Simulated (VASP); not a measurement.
A run of VASP 6.6.1 is set up as follows.

POSCAR

```
Ge
1.0
    0.0000000000      2.8370028123      2.8370028123
    2.8370028123      0.0000000000      2.8370028123
    2.8370028123      2.8370028123      0.0000000000
  Ge
     2
Direct
     0.0000000000000000    0.0000000000000000    0.0000000000000000
     0.2500000000000000    0.2500000000000000    0.2500000000000000
```

The input INCAR.step1:

```
SYSTEM = Ge
PREC = Accurate
ENCUT = 600
EDIFF = 1E-8
ISMEAR = 0
SIGMA = 0.03
LREAL = .False.
LASPH = .True.
NELM = 80
ALGO = Normal
ISIF = 3
LWAVE = .False.
LCHARG = .False.
GGA = PS
PSTRESS = 15.0
IBRION = 2
NSW = 40
EDIFFG = -0.002
```

Contents of INCAR.step2:

```
SYSTEM = Ge
PREC = Accurate
ENCUT = 600
EDIFF = 1E-8
ISMEAR = 0
SIGMA = 0.03
LREAL = .False.
LASPH = .True.
NELM = 80
ALGO = Normal
ISIF = 2
LWAVE = .False.
LCHARG = .False.
GGA = PS
PSTRESS = 15.0
IBRION = 6
NFREE = 2
POTIM = 0.015
NSW = 1
```

KPOINTS

```
Automatic mesh
0
Gamma
  10 10 10
  0 0 0
```

Potentials or basis: VASP PAW PBE potentials, release 64 (Ge_d).

Command:

```bash
$ cat potpaw_PBE.64/Ge_d/POTCAR > POTCAR
$ cp INCAR.step1 INCAR
$ mpirun -np 1 vasp_std > vasp.out
$ cp CONTCAR POSCAR
$ cp INCAR.step2 INCAR
$ mpirun -np 1 vasp_std > vasp.out
```

Problem. What does it give for the highest phonon frequency at Γ?

Solution. 295 cm⁻¹.

Problem. Predict the relaxed cell.

Solution. a = 3.983 Å, b = 3.983 Å, c = 3.983 Å, α = 60.00°, β = 60.00°, γ = 60.00°.

Problem. Estimate the space group after relaxing (to 0.05 Å).

Solution. Fd-3m (No. 227).

Step by step:
| step | energy change (eV) | largest force (eV/Å) | pressure (GPa) | volume (Å³) |
| --- | --- | --- | --- | --- |
| 1 | 0.0000 | 0.0000 | 0.01 | 45.67 |
| 2 | 0.0093 | 0.0000 | 2.21 | 44.28 |
| 3 | 0.0045 | 0.0000 | 1.50 | 44.69 |

Caveat: the PAW data sets were made with another functional, which shifts forces and pressure a little.
